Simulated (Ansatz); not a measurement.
The system is HgSe.

```
Hg Se
1.0
     0.00000    3.03900    3.03900
     3.03900    0.00000    3.03900
     3.03900    3.03900    0.00000
Hg Se
1 1
Direct
  0.00000 0.00000 0.00000
  0.75000 0.75000 0.75000
```

- Program: Ansatz 0.2.0
- Task: relaxation of cell and atoms
- Functional: PBE
- Dispersion: D4
- Potentials or basis: Ansatz PAW
- Cutoff: 420 eV (not typed: the program's choice for these potentials)
- k mesh: 8 × 8 × 8
- Occupations: fermi-dirac, width 0.05 eV
- Spin: no spin polarisation

At the start: volume 28.07 Å³/atom.

**Question.** How do energy, volume and symmetry change on relaxing?

**Answer.** It ends after 5 steps and the volume is 29.41 Å³/atom (+4.8 %); space group F-43m (No. 216, to 0.05 Å).

Step by step:
```tsv
step	energy change (eV)	largest force (eV/Å)	volume (Å³)
1	0.0000	0.0000	56.13
2	-0.0178	0.0000	59.66
3	-0.0197	0.0000	58.89
4	-0.0198	0.0000	58.81
5	-0.0202	0.0000	58.81
```

Final structure:
```yaml
crystal:
  lattice:
    - [0.00000, 3.08664, 3.08664]
    - [3.08664, 0.00000, 3.08664]
    - [3.08664, 3.08664, 0.00000]
  atoms:
    - { symbol: Hg, position: [0.00000, 0.00000, 0.00000] }
    - { symbol: Se, position: [0.75000, 0.75000, 0.75000] }
```

Caveat: the plane-wave basis is chosen anew once the cell has moved, so the energies of steps on either side of that aren't comparable.
